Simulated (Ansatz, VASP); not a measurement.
# Two plane-wave programs on W

The input INCAR:

```
SYSTEM = W
  ALGO = Fast
  EDIFF = 1E-7
  ENCUT = 520
  ISIF = 2
  ISMEAR = -1
  LASPH = .True.
  LCHARG = .False.
  LDAU = .True.
  LDAUJ = 0
  LDAUL = 2
  LDAUPRINT = 1
  LDAUTYPE = 2
  LDAUU = 3
  LMAXMIX = 4
  LREAL = .False.
  LWAVE = .False.
  NBANDS = 13
  NELM = 80
  PREC = Accurate
  SIGMA = 0.05
```

The input KPOINTS:

```
k-points
0
Gamma
  12 12 12
  0 0 0
```

Contents of POSCAR:

```
W
1.0
   -1.5823450000      1.5823450000      1.5823450000
    1.5823450000     -1.5823450000      1.5823450000
    1.5823450000      1.5823450000     -1.5823450000
W
1
Direct
    0.0000000000      0.0000000000      0.0000000000
```

Contents of input.yaml:

```yaml
crystal:
  lattice:
    - [-1.582345, 1.582345, 1.582345]
    - [1.582345, -1.582345, 1.582345]
    - [1.582345, 1.582345, -1.582345]
  atoms:
    - { symbol: W, position: [0.0, 0.0, 0.0] }
hamiltonian:
  xc: lda
  pseudopotentials: { kind: paw }
  hubbard: { sites: [{ species: W, l: d, u_eff: 3.0 }] }
kpoints:
  mp_grid: { grid: [12, 12, 12] }
scf:
  occupations: { method: fermi_dirac, width: 0.05 }
output:
  forces: true
  stress: true
  eigenvalues: true
  write_density: true
  write_potential: true
  elf: true
  volumetric_format: npy
```

Alike in both runs: task single point; functional LDA; k mesh 12 × 12 × 12; occupations fermi-dirac, width 0.05 eV; no spin polarisation; Hubbard terms W d U = 3 eV.

|  | VASP | Ansatz |
| --- | --- | --- |
| version | VASP 6.6.1 | Ansatz 0.2.0 |
| potentials or method | VASP PAW LDA potentials, release 64 (W_sv) | Ansatz PAW |
| plane-wave cutoff (eV) | 520 | 420 |
| valence electrons in the cell | 14 | 14 |

Ansatz gave:

| Quantity | Value |
| --- | --- |
| gap on the k mesh at the Fermi level (eV) | none |
| pressure (GPa) | -7.7 |

**Question.** Estimate VASP's values.

**Answer.** gap on the k mesh at the Fermi level (eV): none; pressure (GPa): 1.3.

The programs project onto different local orbitals, so the same U acts differently. A gap of «none» marks a metal or a gap that the smearing closes.

Caveats: U without spin polarisation on a metal has little footing; the U is typed as a test and isn't derived for this compound; the PAW data sets come from PBE, with cores solved anew for the run's functional, which leaves a small shift of forces and pressure (Ansatz). The runs have no spin-orbit coupling, so splittings on W are missing.
